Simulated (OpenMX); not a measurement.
Crystal: MgO.

```
Mg O
1.0
     0.00000    2.09700    2.09700
     2.09700    0.00000    2.09700
     2.09700    2.09700    0.00000
Mg O
1 1
Direct
  0.00000 0.00000 0.00000
  0.50000 0.50000 0.50000
```

The cell is a database's computed one.

Base run:

- Program: OpenMX 3.8.5
- Functional: PBE
- Potentials or basis: OpenMX 2013 PBE set, Mg7.0-s3p2d1, O6.0-s2p2d1, grid cutoff 500 Ry
- k mesh: 11 × 11 × 11
- Occupations: fermi-dirac, width 0.05 eV
- Spin: no spin polarisation

Its results: band gap on the k mesh 5.09 eV, direct; pressure 9.6 GPa.

Q: The run is repeated on the same cell with these changes: potentials or basis from OpenMX 2013 PBE set, Mg7.0-s3p2d1, O6.0-s2p2d1, grid cutoff 500 Ry to OpenMX 2013 PBE set, Mg7.0-s3p2, O6.0-s2p2, grid cutoff 500 Ry. What comes out?

A: Band gap on the k mesh 5.05 eV, indirect (least direct gap 5.06 eV); pressure 13.1 GPa.

Caveats: the basis of atomic orbitals isn't converged, which shifts pressures, moduli and gaps.
